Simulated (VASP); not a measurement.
# BeTe (F-43m) in VASP: single point with PBE

Aim: the single point of BeTe with PBE.

All numbers are computed with VASP 6.6.1; they aren't measurements. Logs are shortened: lines on timing, memory, paths and dates and some standing lists are left out, and cuts for length are marked.

**1. The structure**

Symmetry: F-43m, No. 216, cubic system. The conventional cell has a = 5.468 Å, b = 5.468 Å, c = 5.468 Å, α = 90.00°, β = 90.00°, γ = 90.00°. Be (site symmetry -43m) is surrounded by 4 Te at 2.37 Å. Te (site symmetry -43m) is surrounded by 4 Be at 2.37 Å.

The cell was built by a generator and needn't be a form met in nature.

**2. Single point, PBE, non-collinear spin, zero start, spin-orbit coupling**

INCAR

```
PREC     = Accurate       # precision mode
ENCUT    = 520            # plane-wave cutoff, eV
EDIFF    = 1E-6           # SCF threshold, eV
ISMEAR   = -1             # smearing method
SIGMA    = 0.1            # smearing width, eV
LREAL    = F              # projectors in reciprocal space
LASPH    = T              # aspherical terms in the spheres
NELM     = 150            # most SCF steps
ALGO     = Fast           # electronic algorithm
ISIF     = 2              # what is computed and relaxed
LWAVE    = F              # write WAVECAR
LCHARG   = F              # write CHGCAR
MAGMOM   = 0 0 0 0 0 0    # initial moments
LORBIT   = 11             # projections on sites
LSORBIT  = T              # spin-orbit coupling
GGA_COMPAT= F            
LORBMOM  = T            
GGA      = PE             # functional
NBANDS   = 20             # bands
```

KPOINTS

```
regular mesh
0
Gamma
  8 8 8
```

POSCAR

```
BeTe
1.0
    0.0000000000      2.7341970000      2.7341970000
    2.7341970000      0.0000000000      2.7341970000
    2.7341970000      2.7341970000      0.0000000000
Be Te
1 1
Direct
    0.0000000000      0.0000000000      0.0000000000
    0.2500000000      0.2500000000      0.2500000000
```

Potentials or basis: VASP PAW PBE potentials, release 64 (Be, Te).

Launch:

```bash
> cat potpaw_PBE.64/Be/POTCAR potpaw_PBE.64/Te/POTCAR > POTCAR
> mpirun -np 1 vasp_ncl > vasp.out
```

OUTCAR:

```text
PREC = Accurate
   ENCUT = 520
   EDIFF = 1E-6
   ISMEAR = -1
   LREAL = F
   LASPH = T
   NELM = 150
   ISIF = 2
   LORBIT = 11
   LSORBIT = T
   GGA = PE

 ion  position               nearest neighbor table
   1  0.000  0.000  0.000-   2 2.37   2 2.37   2 2.37   2 2.37
   2  0.250  0.250  0.250-   1 2.37   1 2.37   1 2.37   1 2.37

  LATTYP: Found a face centered cubic cell.
 ALAT       =     5.4683940000

  Lattice vectors:

 A1 = (   0.0000000000,   2.7341970000,   2.7341970000)
 A2 = (   2.7341970000,   0.0000000000,   2.7341970000)
 A3 = (   2.7341970000,   2.7341970000,   0.0000000000)

Analysis of symmetry for initial positions (statically):
=====================================================================
 Subroutine PRICEL returns:
 Original cell was already a primitive cell.

 Routine SETGRP: Setting up the symmetry group for a
 face centered cubic supercell.

 Subroutine GETGRP returns: Found 24 space group operations
 (whereof 24 operations were pure point group operations)
 out of a pool of 48 trial point group operations.

The static configuration has the point symmetry T_d .

Analysis of symmetry for dynamics (positions and initial velocities):
=====================================================================
 Subroutine PRICEL returns:
 Original cell was already a primitive cell.

 Routine SETGRP: Setting up the symmetry group for a
 face centered cubic supercell.

 Subroutine GETGRP returns: Found 24 space group operations
 (whereof 24 operations were pure point group operations)
 out of a pool of 48 trial point group operations.

The dynamic configuration has the point symmetry T_d .

Analysis of structural, dynamic, and magnetic symmetry:
=====================================================================
 Subroutine PRICEL returns:
 Original cell was already a primitive cell.

 Routine SETGRP: Setting up the symmetry group for a
 face centered cubic supercell.

 Subroutine GETGRP returns: Found 24 space group operations
 (whereof 24 operations were pure point group operations)
 out of a pool of 48 trial point group operations.

The overall configuration has the point symmetry T_d .

 Subroutine INISYM returns: Found 24 space group operations
 (whereof 24 operations are pure point group operations),
 and found     1 'primitive' translations

----------------------------------------------------------------------------------------

                                     Primitive cell

  volume of cell :      40.8808

  direct lattice vectors                    reciprocal lattice vectors
     0.000000000  2.734197000  2.734197000    -0.182869047  0.182869047  0.182869047
     2.734197000  0.000000000  2.734197000     0.182869047 -0.182869047  0.182869047
     2.734197000  2.734197000  0.000000000     0.182869047  0.182869047 -0.182869047

  length of vectors
     3.866738480  3.866738480  3.866738480     0.316738481  0.316738481  0.316738481

  position of ions in fractional coordinates (direct lattice)
     0.000000000  0.000000000  0.000000000
     0.250000000  0.250000000  0.250000000

  ion indices of the primitive-cell ions
   primitive index   ion index
                 1           1
                 2           2

----------------------------------------------------------------------------------------

 KPOINTS: regular mesh

Automatic generation of k-mesh.
 Grid dimensions read from file:
 generate k-points for:    8    8    8

 Generating k-lattice:

  Cartesian coordinates                     Fractional coordinates (reciprocal lattice)
    -0.022858631  0.022858631  0.022858631     0.125000000  0.000000000  0.000000000
[... 98 lines left out ...]

 number of electron       8.0000000 magnetization       0.0000000      0.0000000     -0.0000000

 number of electron       8.0000000 magnetization      -0.0000000      0.0000000     -0.0000000

 Free energy of the ion-electron system (eV)
  ---------------------------------------------------
  ext. energy  EPLUGINS =         0.00000000
  ---------------------------------------------------
  free energy    TOTEN  =        -7.60862015 eV

  energy without entropy =       -7.60860383  energy(sigma->0) =       -7.60861199

 E-fermi :   7.1269     XC(G=0):  -9.4165

 val. band max:        6.4315953768   @ k =   0.0000   0.0000   0.0000
 cond. band min:       7.8740029629   @ k =   0.5000   0.5000   0.0000
 fundamental gap:      1.4424075861
 Fermi energy:         7.1268592177

 k-point     1 :       0.0000    0.0000    0.0000
  band No.  band energies     occupation
      1      -6.7781      1.00000
      2      -6.7781      1.00000
      3       5.4990      1.00000
      4       5.4990      1.00000
      5       6.4316      0.99904
      6       6.4316      0.99904
[... 541 lines left out ...]
     19      18.2131      0.00000
     20      18.2682      0.00000

 [... further k-points ...]

------------------------ aborting loop because EDIFF is reached ----------------------------------------

  FORCE on cell =-STRESS in cart. coord.  units (eV):
  Direction    XX          YY          ZZ          XY          YZ          ZX
  --------------------------------------------------------------------------------------
  -------------------------------------------------------------------------------------
  Total        1.9345537      1.9345537      1.9345537     -0.0000000     -0.0000000     -0.0000000
  in kB       75.8179362     75.8179362     75.8179362     -0.0000000     -0.0000000     -0.0000000
  external PRESSURE =      75.8179362 kB  Pullay stress =       0.0000000 kB

 VOLUME and BASIS-vectors are now :
 -----------------------------------------------------------------------------
  energy-cutoff  :      520.00
  volume of cell :       40.88
      direct lattice vectors                 reciprocal lattice vectors
     0.000000000  2.734197000  2.734197000    -0.182869047  0.182869047  0.182869047
     2.734197000  0.000000000  2.734197000     0.182869047 -0.182869047  0.182869047
     2.734197000  2.734197000  0.000000000     0.182869047  0.182869047 -0.182869047

 POSITION                                       TOTAL-FORCE (eV/Angst)
 -----------------------------------------------------------------------------------
      0.00000      0.00000      0.00000        -0.000000      0.000000      0.000000
      1.36710      1.36710      1.36710         0.000000     -0.000000     -0.000000
 -----------------------------------------------------------------------------------
    total drift:                                0.000000      0.000000      0.000000

  FREE ENERGIE OF THE ION-ELECTRON SYSTEM (eV)
  ---------------------------------------------------
  free  energy   TOTEN  =        -7.6086201532 eV

  energy  without entropy=       -7.6086038275  energy(sigma->0) =       -7.60861199

 orbital moment (x)

 # of ion     p       d       tot
 ----------------------------------------
  1        -0.000   0.000  -0.000
  2        -0.000  -0.000  -0.000
 ----------------------------------------
           -0.000  -0.000  -0.000

 orbital moment (y)

 # of ion     p       d       tot
 ----------------------------------------
  1        -0.000   0.000  -0.000
  2         0.000   0.000   0.000
 ----------------------------------------
           -0.000   0.000  -0.000

 orbital moment (z)

 # of ion     p       d       tot
 ----------------------------------------
  1         0.000   0.000   0.000
  2         0.000  -0.000  -0.000
 ----------------------------------------
            0.000  -0.000   0.000

 Spin-Orbit-Coupling matrix elements

 Ion:    1  E_soc:     -0.0000088
 l=   1
     0.0000000    -0.0000015    -0.0000015
    -0.0000015     0.0000000    -0.0000015
    -0.0000015    -0.0000015     0.0000000
 l=   2
     0.0000000     0.0000000     0.0000000     0.0000000     0.0000000
     0.0000000     0.0000000     0.0000000     0.0000000     0.0000000
     0.0000000     0.0000000     0.0000000     0.0000000     0.0000000
     0.0000000     0.0000000     0.0000000     0.0000000     0.0000000
     0.0000000     0.0000000     0.0000000     0.0000000     0.0000000
 l=   3
     0.0000000     0.0000000     0.0000000     0.0000000     0.0000000     0.0000000     0.0000000
     0.0000000     0.0000000     0.0000000     0.0000000     0.0000000     0.0000000     0.0000000
     0.0000000     0.0000000     0.0000000     0.0000000     0.0000000     0.0000000     0.0000000
     0.0000000     0.0000000     0.0000000     0.0000000     0.0000000     0.0000000     0.0000000
     0.0000000     0.0000000     0.0000000     0.0000000     0.0000000     0.0000000     0.0000000
     0.0000000     0.0000000     0.0000000     0.0000000     0.0000000     0.0000000     0.0000000
     0.0000000     0.0000000     0.0000000     0.0000000     0.0000000     0.0000000     0.0000000

 Ion:    2  E_soc:     -0.1707492
 l=   1
     0.0000000    -0.0283079    -0.0283079
    -0.0283079     0.0000000    -0.0283079
    -0.0283079    -0.0283079     0.0000000
 l=   2
     0.0000000    -0.0000626     0.0000000    -0.0000626    -0.0000878
    -0.0000626     0.0000000    -0.0000658    -0.0000626    -0.0000219
     0.0000000    -0.0000658     0.0000000    -0.0000658     0.0000000
    -0.0000626    -0.0000626    -0.0000658     0.0000000    -0.0000219
    -0.0000878    -0.0000219     0.0000000    -0.0000219     0.0000000
 l=   3
     0.0000000     0.0000000     0.0000000     0.0000000     0.0000000     0.0000000     0.0000000
     0.0000000     0.0000000     0.0000000     0.0000000     0.0000000     0.0000000     0.0000000
     0.0000000     0.0000000     0.0000000     0.0000000     0.0000000     0.0000000     0.0000000
     0.0000000     0.0000000     0.0000000     0.0000000     0.0000000     0.0000000     0.0000000
     0.0000000     0.0000000     0.0000000     0.0000000     0.0000000     0.0000000     0.0000000
     0.0000000     0.0000000     0.0000000     0.0000000     0.0000000     0.0000000     0.0000000
     0.0000000     0.0000000     0.0000000     0.0000000     0.0000000     0.0000000     0.0000000

 total charge

# of ion       s       p       d       tot
------------------------------------------
    1        0.395   0.650   0.000   1.045
    2        1.331   2.190   0.041   3.562
--------------------------------------------------
tot          1.725   2.840   0.041   4.607

 magnetization (x)

# of ion       s       p       d       tot
------------------------------------------
    1        0.000   0.000   0.000   0.000
    2       -0.000  -0.000   0.000  -0.000
--------------------------------------------------
tot          0.000  -0.000   0.000   0.000

 magnetization (y)

# of ion       s       p       d       tot
------------------------------------------
    1       -0.000   0.000   0.000  -0.000
    2        0.000   0.000   0.000   0.000
--------------------------------------------------
tot         -0.000   0.000   0.000  -0.000

 magnetization (z)

# of ion       s       p       d       tot
------------------------------------------
    1        0.000  -0.000   0.000  -0.000
    2       -0.000   0.000   0.000   0.000
--------------------------------------------------
tot          0.000  -0.000   0.000   0.000
```

Run time: 52 s. Hardware: 1 thread of AMD EPYC 9R45 (Zen 5), shared host; peak memory 0.27 GiB.

Results:

```yaml
Free_energy: -7.6086 eV
Pressure: 7.6 GPa
Net_moment: 0.00 μB per cell
Valence_electrons_inside_the_program's_atomic_spheres: Be 1.04; Te 3.56
```

Moments on the atoms (μB; x, y, z):
```
Be  0.00 0.00 0.00
Te  0.00 0.00 0.00
```
